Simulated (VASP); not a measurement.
Crystal: TlBr.

```
CELL_PARAMETERS angstrom
3.30039 0.00000 0.00000
0.00000 3.30039 0.00000
0.00000 0.00000 3.30039
ATOMIC_POSITIONS crystal
Tl 0.00000 0.00000 0.00000
Br 0.50000 0.50000 0.50000
```

The cell was built by a generator and needn't be a form met in nature.

```yaml
Program: VASP 6.6.1
Task: relaxation of cell and atoms
Functional: PBE
Potentials_or_basis: VASP PAW PBE potentials, release 64 (Tl_d, Br)
Cutoff: 600 eV
k_mesh: 8 × 8 × 8
Occupations: fermi-dirac, width 0.02 eV
Spin: no spin polarisation
```

At the start: pressure 56.7 GPa; volume 17.97 Å³/atom.

Problem. Where does the relaxation end?

Solution. Over 23 steps the energy falls by 1493.7 meV/atom and the volume is 33.14 Å³/atom (+84.4 %); space group Pm-3m (No. 221, to 0.05 Å).

The path:
```csv
step,energy change (eV),largest force (eV/Å),pressure (GPa),volume (Å³)
1,0.0000,0.0000,56.74,35.95
2,-2.8551,0.0000,-2.51,80.28
3,-2.9694,0.0000,1.54,62.26
4,-2.9856,0.0000,-0.42,67.72
5,-2.9874,0.0000,-0.03,66.44
6,-2.9871,0.0000,0.20,65.71
7,-2.9871,0.0000,0.21,65.71
8,-2.9871,0.0000,0.19,65.72
9,-2.9871,0.0000,0.19,65.72
10,-2.9871,0.0000,0.19,65.72
11,-2.9871,0.0000,0.19,65.72
12,-2.9871,0.0000,0.19,65.72
13,-2.9871,0.0000,0.19,65.72
14,-2.9871,0.0000,0.20,65.72
15,-2.9871,0.0000,0.20,65.72
16,-2.9871,0.0000,0.22,65.73
17,-2.9871,0.0000,0.19,65.74
18,-2.9872,0.0000,0.18,65.76
19,-2.9872,0.0000,0.16,65.80
20,-2.9873,0.0000,0.13,65.88
21,-2.9874,0.0000,0.07,66.04
22,-2.9875,0.0000,-0.03,66.37
23,-2.9875,0.0000,0.01,66.28
```

Final structure:
```
CELL_PARAMETERS angstrom
4.04704 0.00000 0.00000
0.00000 4.04704 0.00000
0.00000 0.00000 4.04704
ATOMIC_POSITIONS crystal
Tl 0.00000 0.00000 0.00000
Br 0.50000 0.50000 0.50000
```

Caveat: the volume moved by over 15 % at a fixed basis, so the end points are rough.
